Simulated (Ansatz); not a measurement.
A calculation with Ansatz 0.2.0 of Hf (ASE script, Cartesian positions):

run.py

```python
import json

import ase.io
import numpy as np

import ansatz as az

atoms = ase.io.read("Hf.xyz")

calculation = (
    az.Crystal.from_ase(atoms)
    .calculation()
    .kpoints(10, 10, 5)
    .functional("pbe", dispersion="d4")
    .pseudopotentials(kind="paw_fr")
    .spin("noncollinear", soc=True)
    .occupations(method="fermi_dirac", width=0.01)
    .density()
    .potential()
    .output_files(volumetric_format="npy")
    .populations()
    .electron_localization_function()
    .bader_charges()
    .forces()
    .stress()
    .band_table(publish=True)
)
outcome = calculation.run(threads=2, events_out="events.jsonl")

report = outcome.report
for line in open("events.jsonl"):
    event = json.loads(line)
    if event["event"] == "scf_iter":
        d = event["data"]
        print(f"SCF {d['iter']:3d}  HF = {d['harris_foulkes_ev']:.6f} eV  dr2 = {d['dr2_ev']:.2e} eV")
    elif event["event"] in ("relax_step", "md_step"):
        d = event["data"]
        print(f"{event['event']} {d['step']:3d}  E = {d['lagrangian_ev']:.6f} eV")
np.set_printoptions(precision=5, suppress=True, linewidth=110)
print("converged:", report["converged"], "after", report["n_iterations"], "iterations")
print(f"free energy {report['free_energy_ev']:.6f} eV, Fermi level {report['fermi_energy_ev']:.4f} eV")
for key in ("band_edges_ev", "magnetization_mub", "site_moments_mub", "site_moments_nc_mub", "forces_ev_ang",
                "stress_gpa", "kpoints_frac", "eigenvalues_ev"):
    if report.get(key) is not None:
        print(key, np.array(report[key]), sep="\n")
```

Contents of Hf.xyz:

```xyz
2
Lattice="3.1967000000 0.0000000000 0.0000000000 -1.5983500000 2.7684234083 0.0000000000 0.0000000000 0.0000000000 5.0578000000" Properties=species:S:1:pos:R:3 pbc="T T T"
Hf     1.5983500002      0.9228078027      3.7933500000
Hf    -0.0000000002      1.8456156056      1.2644500000
```

Potentials or basis: Ansatz PAW.

Run with:

```sh
$ python run.py
```

Question: Write the same calculation in another form: native input, structure typed inline.

Answer: As run:

The input input.yaml:

```yaml
crystal:
  lattice:
    - [3.1967, 0.0, 0.0]
    - [-1.59835, 2.7684234083, 0.0]
    - [0.0, 0.0, 5.0578]
  atoms:
    - { symbol: Hf, position: [0.6666666667, 0.3333333333, 0.75] }
    - { symbol: Hf, position: [0.3333333333, 0.6666666667, 0.25] }
hamiltonian:
  xc: pbe
  pseudopotentials: { kind: paw_fr }
  dispersion: d4
magnetization:
  noncollinear: true
  spin_orbit: true
kpoints:
  mp_grid: { grid: [10, 10, 5] }
scf:
  occupations: { method: fermi_dirac, width: 0.01 }
output:
  forces: true
  stress: true
  eigenvalues: true
  bader: true
  populations: true
```

Potentials or basis: Ansatz PAW.

The run is started by

```bash
$ ansatz run input.yaml --threads 2 --pin off --max-ram 5120MiB --backend cpu --events-out ev --progress --plain --runs-dir out
```

Both were run:

|  | ASE script, Cartesian positions | native input, structure typed inline |
| --- | --- | --- |
| Pressure | -1.3 GPa | -1.3 GPa |
| Band gap on the k mesh | none (metal or under the smearing width) | none (metal or under the smearing width) |

Keys that steer only the numerical path or the files written may differ.

Caveat: pairwise dispersion overbinds metals, which lowers pressure and volume.
